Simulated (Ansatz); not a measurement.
GeO$_{2}$:
```cif
data_Ge2O4
_chemical_formula_sum 'Ge2 O4'
_space_group_name_H-M_alt 'P 1'
_space_group_IT_number 1
_cell_length_a 4.42785
_cell_length_b 4.42785
_cell_length_c 2.88428
_cell_angle_alpha 90.000
_cell_angle_beta 90.000
_cell_angle_gamma 90.000
loop_
_space_group_symop_operation_xyz
  'x, y, z'
loop_
_atom_site_label
_atom_site_type_symbol
_atom_site_fract_x
_atom_site_fract_y
_atom_site_fract_z
_atom_site_occupancy
Ge1 Ge 0.50000 0.50000 0.50000 1
Ge2 Ge 0.00000 0.00000 0.00000 1
O1 O 0.69369 0.69369 0.00000 1
O2 O 0.30631 0.30631 0.00000 1
O3 O 0.80631 0.19369 0.50000 1
O4 O 0.19369 0.80631 0.50000 1
```

Relaxed with PBEsol.

Question: Decompose the optical modes at the zone centre into irreducible representations, and say which are infrared and Raman allowed.

Answer: Point group 4/mmm: Γ_opt = A1g + A2g + A2u + B1g + 2B1u + B2g + Eg + 3Eu. Infrared: A2u, Eu. Raman: A1g, B1g, B2g, Eg.

Question: Assign frequencies (DFPT, DFT-PBEsol in the program Ansatz with PAW potentials; without the LO–TO term).

Answer: B1g 149, B1u 202, Eu 287, Eu 348, A2g 436, A2u 490, Eg 507, Eu 624, B1u 626, A1g 670, B2g 817 cm⁻¹.

Subscripts of B labels follow the axes of the standard setting.

Space group P4_2/mnm (rutile). Symmetry was held in the PBEsol relaxation; phonons on a q-mesh show no instability.

Potentials: the later of the program's two PAW sets.
